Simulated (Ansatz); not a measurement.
The computed numbers are results of PBE, scalar-relativistic (no spin polarisation) in the plane-wave PAW code Ansatz at 420 eV, 10×10×10 k-mesh, Gaussian smearing of 0.05 eV; PAW files: Ansatz's generated set soft_2.

The calculation on Mg2X, where X is one element, gave:

| Property | Result |
| --- | --- |
| Space group | Fm-3m (No. 225) |
| Conventional cell | a = 6.365 Å, b = 6.365 Å, c = 6.365 Å, α = 90.00°, β = 90.00°, γ = 90.00° |
| Volume | 21.49 Å³/atom |
| Band gap | 0.22 eV |
| Smallest direct gap | 1.84 eV |
| Bader charges | Mg 1.48; X -2.96 e |
| Formation energy from the elements (0 K, uncorrected) | -0.16 eV/atom |
| Bulk modulus (Birch–Murnaghan) | 54 GPa |
| Pressure derivative B0′ | 4.1 |

Sites: Mg on 8c, X on 4a.

Problem. Which element is X?
A. P
B. Si
C. S
D. Al

Solution. B. X is Si, so the compound is Mg2Si.

The chain of runs began from a cell as deposited in COD, expanded in volume.
